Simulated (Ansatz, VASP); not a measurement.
Two plane-wave programs on Mg

Contents of INCAR:

```
PREC = Accurate
ENCUT = 520
EDIFF = 1E-6
ISMEAR = -1
SIGMA = 0.1
LREAL = F
LASPH = T
NELM = 80
ALGO = Fast
ISIF = 2
LWAVE = F
LCHARG = T
GGA = RP
LELF = T
LVHAR = T
NBANDS = 7
```

KPOINTS

```
regular mesh
0
Gamma
  13 13 13
```

The input POSCAR:

```
Mg
1.0
    0.0000000000      2.2231922588      2.2231922588
    2.2231922588      0.0000000000      2.2231922588
    2.2231922588      2.2231922588      0.0000000000
Mg
1
Direct
    0.0000000000      0.0000000000      0.0000000000
```

Input for Ansatz:

```yaml
crystal:
  lattice:
    - [0.0, 2.2231922588, 2.2231922588]
    - [2.2231922588, 0.0, 2.2231922588]
    - [2.2231922588, 2.2231922588, 0.0]
  atoms:
    - { symbol: Mg, position: [0.0, 0.0, 0.0] }
hamiltonian:
  xc: rpbe
  pseudopotentials:
    kind: paw
    azcp:
      Mg: "pseudopotentials/Mg.paw.azcp"
basis:
  ecutwfc: 420
  fft_grid_basis: typed
kpoints:
  mp_grid: { grid: [13, 13, 13], shift: [0, 0, 0] }
magnetization:
  spin_polarized: false
scf:
  occupations: { method: fermi_dirac, width: 0.1 }
  lower_state_search: "off"
output:
  stress: true
```

Alike in both runs: task single point; functional RPBE; k mesh 13 × 13 × 13; occupations fermi-dirac, width 0.1 eV; no spin polarisation.

```csv
,VASP,Ansatz
version,VASP 6.6.1,Ansatz 0.2.0
potentials or method,"VASP PAW PBE potentials, release 64 (Mg)","plane waves (420 eV) with PAW, scalar-relativistic"
plane-wave cutoff (eV),520,420
valence electrons in the cell,2,10
```

|  | VASP | Ansatz | Ansatz less VASP |
| --- | --- | --- | --- |
| pressure (GPa) | 3.1 | 3.3 | +0.20 |

With one functional, cell and mesh, what is left measures potentials, basis and numerics. The two sets of potentials don't hold the same shells in valence.

Caveats: the PAW data sets were made with another functional, which shifts forces and pressure a little (VASP).
